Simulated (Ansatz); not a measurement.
HgTe under changes of volume

One of the cells (28.929 Å³/atom); the others are scaled copies at fixed shape and fractional positions:

```
Hg Te
1.0
    -3.04560    3.04560    1.55941
     3.04560   -3.04560    1.55941
     3.04560    3.04560   -1.55941
Hg Te
1 1
Direct
  0.75000 0.25000 0.50000
  0.00000 0.00000 0.00000
```

Measurements of this composition are mostly on another form, of space group No. 216.

| Quantity | Value |
| --- | --- |
| Program | Ansatz 0.2.0 |
| Functional | HSE06 |
| Potentials or basis | Ansatz PAW |
| Cutoff | 420 eV (not typed: the program's choice for these potentials) |
| k mesh | 6 × 6 × 6 |
| Occupations | fermi-dirac, width 0.05 eV |
| Spin | no spin polarisation |

```csv
volume (Å³/atom),energy over the lowest point (meV/atom),pressure (GPa)
27.193,2.18,1.2
27.772,0.00,0.1
28.351,1.40,-0.8
28.929,5.88,-1.6
29.508,12.99,-2.3
30.086,?,?
30.665,33.77,-3.4
```

Task: What does the run at 30.086 Å³/atom give?

Result: Energy over the lowest point 22.38 meV/atom; pressure -2.9 GPa.

Worked out: A Birch-Murnaghan fit of order 3 (a polynomial in V^(-2/3)) to the other rows has its minimum at 27.82 Å³/atom with B0 = V·E''(V) = 47 GPa and B' = 6.0 at fixed shape and positions, which overstates the stiffness. It gives 22.40 meV/atom at 30.086 Å³/atom, against the run's 22.38, and -dE/dV = -2.9 GPa, against -2.9.

Energies are extrapolated to zero smearing.

Caveats: all runs use coarse meshes; the PAW data sets come from PBE, with cores solved anew for the run's functional, which leaves a small shift of forces and pressure; the thresholds are loose for stress.
